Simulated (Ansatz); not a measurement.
HfO2: moving Hf off its site

HfO2, Fm-3m, a = 5.115 Å (as given, not relaxed at this level: -2.5 GPa). This isn't the usual stable structure of the compound. Ansatz: PBE, PAW, 420 eV, Γ-centred 6×6×6 mesh on 12 atoms, Gaussian smearing 0.05 eV; no spin polarisation.

```
Hf O
1.0
     5.11500    0.00000    0.00000
     0.00000   -5.11500    0.00000
     0.00000    0.00000   -5.11500
Hf O
4 8
Direct
  0.00000 0.50000 0.50000
  0.50000 0.00000 0.50000
  0.50000 0.50000 0.00000
  0.00000 0.00000 0.00000
  0.25000 0.25000 0.25000
  0.75000 0.75000 0.25000
  0.75000 0.25000 0.75000
  0.25000 0.75000 0.75000
  0.75000 0.75000 0.75000
  0.25000 0.25000 0.75000
  0.25000 0.75000 0.25000
  0.75000 0.25000 0.25000
```

Atom 1 (Hf) moves by x along the unit vector (0.707, -0.707, 0.000), with its periodic images; all else is held. y is the free energy of the cell over the start, F the force along the path summed over the moved atoms. Symmetry makes y even in x.

```tsv
x (Å)	y (meV)	F (eV/Å)
-0.200	286.7	3.06
-0.100	68.0	1.39
0.000	0.0	0.00
0.025	4.2	-0.33
0.050	16.8	-0.67
0.075	38.0	-1.02
0.125	107.4	-1.77
0.150	156.5	-2.17
0.175	?	?
```

Question: Fit y = c2 x² + c4 x⁴ to the energies of the other rows, give the force constant, and predict energy and force of the missing row.

Answer: Least squares on the rows shown. y = 6683.2 x² + 12107 x⁴. The force constant is 2 c2 = 13.4 eV/Å², for the cell as given, at -2.5 GPa (for all images moving together, not for a lone atom). The force −dy/dx at the missing row is -2.60 eV/Å (computed -2.60). At x = 0.175 the fit asked for gives 216.0 meV. The run gave 216.1 meV, so the fit is 0.1 meV too low, a small miss on the scale of the series.

Spin–orbit coupling is left out, which can shift energies with elements as heavy as these.